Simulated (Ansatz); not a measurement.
This guess for TaSi2 is about to be relaxed.

Space group P-6m2 (No. 187). a = 3.616 Å, b = 3.616 Å, c = 4.747 Å, α = 90.00°, β = 90.00°, γ = 120.00°
| atom | site | symmetry | x | y | z |
| --- | --- | --- | --- | --- | --- |
| Ta | 1f | -6m2 | 0.6667 | 0.3333 | 0.5000 |
| Si | 2h | 3m. | 0.3333 | 0.6667 | 0.2272 |

Level of theory: DFT PBE, scalar-relativistic, plane waves, PAW (Ansatz). Cutoff 420 eV, Gaussian smearing, Γ-centred meshes. Cell and atoms relax first on a coarse mesh and then on a finer one. In between, the cell is made exact in the group found at 0.06 Å. In metals the finer mesh still leaves noise of several meV/atom or more. The steps can't lower the symmetry of their start. No spin polarisation.

A guess keeps its type if space group and coordination stay and the shape of the cell changes little (axis ratios within about 15 %, angles within 6°); the volume may change.

Task: Does it keep its structure type, or change into something else?

Result: It doesn't keep its type. The symmetry stays P-6m2 (No. 187). The volume per atom shrinks by 8.5 %, from 17.9 to 16.4 Å³. The shortest distance goes from 2.16 Å (Si–Si) to 2.33 Å (Si–Si). The ratio c/a of the conventional cell changes by a factor of 1.62. Counting neighbours within 15 % of an atom's shortest distance, the start has Si 4, Ta 6 and the end Si 4, Ta 12. In detail, at the end Ta is surrounded by 6 Si at 2.65 Å and 6 Ta at 2.99 Å; Si is surrounded by 1 Si at 2.33 Å, 3 Ta at 2.65 Å and 6 Si at 2.99 Å.

Space group P-6m2 (No. 187). a = 2.991 Å, b = 2.991 Å, c = 6.352 Å, α = 90.00°, β = 90.00°, γ = 120.00°
```
atom  site  symmetry       x       y       z
  Ta    1f      -6m2  0.6667  0.3333  0.5000
  Si    2h       3m. 0.3333  0.6667  0.1836
```

Energies over the elements count from the elements' standard structures at the same level, with no fitted energy shifts.

Task: At what energy does it end?

Result: −0.02 eV/atom. The formation energy is too near zero to say whether this cell lies below the elements.

The last run used an 18×18×8 mesh (in the run's order of axes) for its 3-atom cell and Gaussian smearing of 0.10 eV. For metals, differences of a few meV/atom aren't resolved. These runs have no spin–orbit coupling, which can matter for Ta. The cell is a metal run without spin; a magnetic state may lie lower. A later test with randomly moved atoms led to a structure 22 meV/atom lower, so this end is a saddle point or a shallow minimum.
